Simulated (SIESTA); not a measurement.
# GaN (F-43m) in SIESTA: a series of runs, part 2 of 2

SIESTA 5.4.2. The steps go on from the part before.

## (3) Band structure, PBE

GaN.fdf reads:

```
SystemName                      GaN
SystemLabel                     GaN
NumberOfSpecies                 2
NumberOfAtoms                   2
%block ChemicalSpeciesLabel
  1  31 Ga
  2   7 N
%endblock ChemicalSpeciesLabel

LatticeConstant                 1.0 Ang
%block LatticeVectors
     0.0000000000     2.2535006075     2.2535006075
     2.2535006075     0.0000000000     2.2535006075
     2.2535006075     2.2535006075     0.0000000000
%endblock LatticeVectors
AtomicCoordinatesFormat         Fractional
%block AtomicCoordinatesAndAtomicSpecies
     0.0000000000     0.0000000000     0.0000000000  1  Ga
     0.2500000000     0.2500000000     0.2500000000  2  N
%endblock AtomicCoordinatesAndAtomicSpecies

%block kgrid.MonkhorstPack
   10   0   0  0.0
    0  10   0  0.0
    0   0  10  0.0
%endblock kgrid.MonkhorstPack
XC.Functional                   GGA
XC.Authors                      PBE
PAO.BasisSize                   SZ
PAO.EnergyShift                 0.002 Ry
Mesh.Cutoff                     800 Ry
OccupationFunction              FD
ElectronicTemperature           0.05 eV
MaxSCFIterations                120
SCF.MustConverge                false
SCF.Mixer.Method                Pulay
SCF.Mixer.Weight                0.25
SCF.Mixer.History               8
SCF.DM.Tolerance                5.0e-05
SCF.H.Tolerance                 1.0e-03 eV
WriteForces                     true
Charge.Mulliken                 end
BandLinesScale                  ReciprocalLatticeVectors
%block BandLines
    1    0.000000   0.000000   0.000000  \Gamma
   12    0.500000   0.000000   0.500000  X
    6    0.500000   0.250000   0.750000  W
    4    0.375000   0.375000   0.750000  K
   13    0.000000   0.000000   0.000000  \Gamma
   11    0.500000   0.500000   0.500000  L
    8    0.625000   0.250000   0.625000  U
    4    0.500000   0.250000   0.750000  W
    9    0.500000   0.500000   0.500000  L
    8    0.375000   0.375000   0.750000  K
    1    0.625000   0.250000   0.625000  U
    4    0.500000   0.000000   0.500000  X
%endblock BandLines
%block PAO.Basis
  Ga 3
  n=4 0 1
    6.858
  n=4 1 1
    9.500
  n=3 2 1
    3.752
%endblock PAO.Basis
```

Potentials or basis: PseudoDojo 0.4 standard (PBE files), SZ (energy shift 0.002 Ry; radii capped at 9.5 bohr).

The run is started by

```
> siesta GaN.fdf > GaN.out 2>&1
```

It took 17 s on 1 thread of Intel Xeon 6975P-C (Granite Rapids), shared host; peak memory 0.26 GiB.

It converged, with:

* Free energy: -2362.6843 eV
* Pressure: 15.5 GPa
* Band gap on the k mesh: 1.87 eV, direct
* Band gap along the path: 1.87 eV, direct

Levels at the corners of the path, in eV from the valence-band top:
| point | band 5 | band 6 | band 7 | band 8 | band 9 | band 10 | band 11 | band 12 | band 13 |
| --- | --- | --- | --- | --- | --- | --- | --- | --- | --- |
| Γ | -13.76 | -13.76 | 0.00 | 0.00 | 0.00 | 1.87 | 10.53 | 10.53 | 10.53 |
| X | -13.70 | -11.91 | -6.50 | -3.09 | -3.09 | 4.66 | 9.03 | 14.28 | 14.28 |
| W | -13.75 | -11.63 | -6.07 | -4.09 | -4.07 | 7.64 | 9.19 | 11.51 | 13.84 |
| K | -13.73 | -11.75 | -6.25 | -4.68 | -2.52 | 6.59 | 8.93 | 12.57 | 13.74 |
| Γ | -13.76 | -13.76 | 0.00 | 0.00 | 0.00 | 1.87 | 10.53 | 10.53 | 10.53 |
| L | -13.72 | -12.38 | -7.41 | -1.19 | -1.19 | 5.08 | 10.00 | 12.10 | 12.10 |
| U | -13.73 | -11.75 | -6.25 | -4.68 | -2.52 | 6.59 | 8.93 | 12.57 | 13.74 |
| W | -13.75 | -11.63 | -6.07 | -4.09 | -4.07 | 7.64 | 9.19 | 11.51 | 13.84 |
| L | -13.72 | -12.38 | -7.41 | -1.19 | -1.19 | 5.08 | 10.00 | 12.10 | 12.10 |
| K | -13.73 | -11.75 | -6.25 | -4.68 | -2.52 | 6.59 | 8.93 | 12.57 | 13.74 |
| U | -13.73 | -11.75 | -6.25 | -4.68 | -2.52 | 6.59 | 8.93 | 12.57 | 13.74 |
| X | -13.70 | -11.91 | -6.50 | -3.09 | -3.09 | 4.66 | 9.03 | 14.28 | 14.28 |

Caveat: the basis has no polarisation orbitals; so large a pressure means that the cell lies far from this level's equilibrium, or that cutoff or potentials fall short; the basis of atomic orbitals isn't converged, which shifts pressures, moduli and gaps.

## (4) Band structure, LDA, non-collinear spin, zero start, spin-orbit coupling

GaN.fdf: that of step 3 with these lines changed.

```diff
@@ -22,11 +22,17 @@
 %block kgrid.MonkhorstPack
-   10   0   0  0.0
-    0  10   0  0.0
-    0   0  10  0.0
+    8   0   0  0.0
+    0   8   0  0.0
+    0   0   8  0.0
 %endblock kgrid.MonkhorstPack
-XC.Functional                   GGA
-XC.Authors                      PBE
-PAO.BasisSize                   SZ
+XC.Functional                   LDA
+XC.Authors                      PW92
+PAO.BasisSize                   DZP
 PAO.EnergyShift                 0.002 Ry
 Mesh.Cutoff                     800 Ry
+Spin                            spin-orbit
+%block DM.InitSpin
+    1   0.000     0.00     0.00
+    2   0.000     0.00     0.00
+%endblock DM.InitSpin
+WriteOrbMom                     true
 OccupationFunction              FD
@@ -58,9 +64,11 @@
 %block PAO.Basis
-  Ga 3
-  n=4 0 1
-    6.858
-  n=4 1 1
+  Ga 4
+  n=4 0 2
+    6.789 0.000
+  n=4 1 2
+    9.500 0.000
+  n=3 2 1
+    3.789
+  n=4 2 1
     9.500
-  n=3 2 1
-    3.752
 %endblock PAO.Basis
```

Potentials or basis: PseudoDojo 0.4 standard (PBE files, fully relativistic), DZP (energy shift 0.002 Ry; radii capped at 9.5 bohr).

The run is started by

```
> siesta GaN.fdf > GaN.out 2>&1
```

Run time: 3.9 min. Hardware: 1 thread of Intel Xeon 6975P-C (Granite Rapids), shared host; peak memory 0.48 GiB.

The run converged. Its results:

* Free energy: -2353.4238 eV
* Pressure: -1.7 GPa
* Band gap on the k mesh: 1.53 eV, direct
* Band gap along the path: 1.53 eV, direct
* Net moment: 0.00 μB per cell

Levels at the corners of the path, in eV from the valence-band top:
| point | band 14 | band 15 | band 16 | band 17 | band 18 | band 19 | band 20 | band 21 | band 22 | band 23 |
| --- | --- | --- | --- | --- | --- | --- | --- | --- | --- | --- |
| Γ | -0.02 | 0.00 | 0.00 | 0.00 | 0.00 | 1.53 | 1.53 | 9.64 | 9.64 | 9.98 |
| X | -6.47 | -2.94 | -2.94 | -2.90 | -2.90 | 3.17 | 3.17 | 6.83 | 6.83 | 11.94 |
| W | -6.07 | -3.96 | -3.88 | -3.88 | -3.86 | 6.41 | 6.42 | 8.39 | 8.41 | 10.17 |
| K | -6.25 | -4.52 | -4.47 | -2.35 | -2.35 | 4.97 | 4.97 | 7.78 | 7.79 | 11.16 |
| Γ | -0.02 | 0.00 | 0.00 | 0.00 | 0.00 | 1.53 | 1.53 | 9.64 | 9.64 | 9.98 |
| L | -7.41 | -1.11 | -1.11 | -1.08 | -1.08 | 4.34 | 4.34 | 9.12 | 9.12 | 10.33 |
| U | -6.25 | -4.52 | -4.47 | -2.35 | -2.35 | 4.97 | 4.97 | 7.78 | 7.79 | 11.16 |
| W | -6.07 | -3.96 | -3.88 | -3.88 | -3.86 | 6.41 | 6.42 | 8.39 | 8.41 | 10.17 |
| L | -7.41 | -1.11 | -1.11 | -1.08 | -1.08 | 4.34 | 4.34 | 9.12 | 9.12 | 10.33 |
| K | -6.25 | -4.52 | -4.47 | -2.35 | -2.35 | 4.97 | 4.97 | 7.78 | 7.79 | 11.16 |
| U | -6.25 | -4.52 | -4.47 | -2.35 | -2.35 | 4.97 | 4.97 | 7.78 | 7.79 | 11.16 |
| X | -6.47 | -2.94 | -2.94 | -2.90 | -2.90 | 3.17 | 3.17 | 6.83 | 6.83 | 11.94 |

Moments on the atoms (μB; x, y, z):
```
Ga  0.00 0.00 0.00
N   0.00 0.00 0.00
```

Caveat: semicore shells carry a single zeta, which can move pressures by several GPa and volumes by a few percent; the potentials were made for another functional, which shifts forces and pressure; the basis of atomic orbitals isn't converged, which shifts pressures, moduli and gaps.

## (5) Overview

```csv
level,potentials or basis,spin,k mesh,gap on the mesh (eV),pressure (GPa),moment (μB)
PBEsol,"PseudoDojo 0.4 standard (PBEsol files, fully relativistic), DZP (energy shift 0.002 Ry; radii capped at 9.5 bohr)","non-collinear, zero start, SOC",8 × 8 × 8,1.68,3.0,0.00
PBE,"PseudoDojo 0.4 standard (PBE files), SZ (energy shift 0.002 Ry; radii capped at 9.5 bohr)",off,10 × 10 × 10,1.87,15.5,-
LDA,"PseudoDojo 0.4 standard (PBE files, fully relativistic), DZP (energy shift 0.002 Ry; radii capped at 9.5 bohr)","non-collinear, zero start, SOC",8 × 8 × 8,1.53,-1.7,0.00
```

Alike in all rows: task band structure; cell as given; smearing fermi-dirac 0.05 eV; grid cutoff 800 Ry; energy shift 0.002 Ry.

Caveats: the basis of atomic orbitals isn't converged, which shifts pressures, moduli and gaps; semicore shells carry a single zeta, which can move pressures by several GPa and volumes by a few percent (some runs); the basis has no polarisation orbitals (some runs); so large a pressure means that the cell lies far from this level's equilibrium, or that cutoff or potentials fall short (some runs); the potentials were made for another functional, which shifts forces and pressure (some runs).

Absolute energies hang on the potentials; compare differences alone.

## (6) How close it comes

Step 2. Measured gap of GaN: 3.299 eV (direct; 0 K; a printed reference work, textbook). This calculation gives 1.68 eV (-1.62 eV). The value is that of PBEsol in an atomic basis (PseudoDojo 0.4 standard (PBEsol files, fully relativistic), DZP (energy shift 0.002 Ry; radii capped at 9.5 bohr)), whose error adds to the functional's,, without temperature or zero-point motion. Semilocal functionals fall short of measured gaps as a rule. The cell is a database's relaxed one, not the measured one, which moves gaps too.

Step 4. Measured gap of GaN: 3.299 eV (direct; 0 K; a printed reference work, textbook). This calculation gives 1.53 eV (-1.77 eV). So large a miss can be the level of theory's own, or it may mean another phase, state or a wrong row. The value is that of LDA in an atomic basis (PseudoDojo 0.4 standard (PBE files, fully relativistic), DZP (energy shift 0.002 Ry; radii capped at 9.5 bohr)), whose error adds to the functional's,, without temperature or zero-point motion. Semilocal functionals fall short of measured gaps as a rule. The cell is a database's relaxed one, not the measured one, which moves gaps too.
